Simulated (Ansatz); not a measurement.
Crystal: CrO2, fluorite type, 3 atoms in the cell.

Theory: r²SCAN, plane waves, PAW datasets (generated soft set 1) (Ansatz 0.2.0 development build).

Cutoff 500 eV; k-mesh 12×12×12 Γ-centred; Fermi–Dirac smearing of 0.1 eV; no spin polarisation.

```tsv
V (Å³/atom)	a (Å)	E − E(min) (meV/atom)	P (GPa)
7.796	4.5396	28.59	20.36
8.050	4.5884	5.78	8.71
8.304	4.6362	0.00	-1.17
8.559	4.6831	8.72	-9.56
8.813	4.7290	29.69	-16.68
```

Fit a third-order Birch–Murnaghan equation of state to the energies.

V₀ = 8.272 Å³/atom (a₀ = 4.630 Å), B₀ = 302 GPa, B₀′ = 4.36.

The stress includes the program's correction for the finite plane-wave basis.

This cubic structure is a model: it isn't the usual form of the substance at ambient conditions, and such phases are metastable or hypothetical. The k-mesh is modest, so these values aren't fully converged in k. Spin polarisation is left out, and a magnetic state may lie lower.
